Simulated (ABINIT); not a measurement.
The system is ZrS2.

```xyz
3
Lattice="3.6914 0.0000 0.0000 -1.8457 3.1968 0.0000 0.0000 0.0000 6.0411" Properties=species:S:1:pos:R:3 pbc="T T T"
Zr    0.0000    0.0000    0.0000
S     0.0000    2.1312    1.4372
S     1.8457    1.0656    4.6038
```

The cell is a database's computed one.

Base run:

| Property | Result |
| --- | --- |
| Program | ABINIT 10.8.3 (patched build) |
| Functional | PW91 |
| Potentials or basis | JTH PAW PBE v2.0 |
| Cutoff | 544 eV |
| k mesh | 8 × 8 × 5 |
| Occupations | fermi-dirac, width 0.05 eV |
| Spin | no spin polarisation |

Its results: band gap on the k mesh 1.05 eV, indirect (least direct gap 1.63 eV); pressure 0.2 GPa; largest force 0.020 eV/Å.

**Question.** After a change of settings the same cell gave: band gap on the k mesh 1.09 eV, indirect (least direct gap 1.64 eV); pressure 4.1 GPa; largest force 0.268 eV/Å. Which change was it?
A. functional from PW91 to PBE; k mesh from 8 × 8 × 5 to 5 × 5 × 3
B. functional from PW91 to RPBE
C. functional from PW91 to BLYP
D. functional from PW91 to LDA-PZ; potentials or basis from JTH PAW PBE v2.0 to JTH PAW LDA v2.0

**Answer.** C.

BLYP binds less tightly than PW91, so the same cell stands under more pressure.

Caveats: the PAW data sets were made with another functional, which shifts forces and pressure a little; this functional lacks dispersion, which binds the layers, so the pressure and a relaxed spacing across them are unreliable.
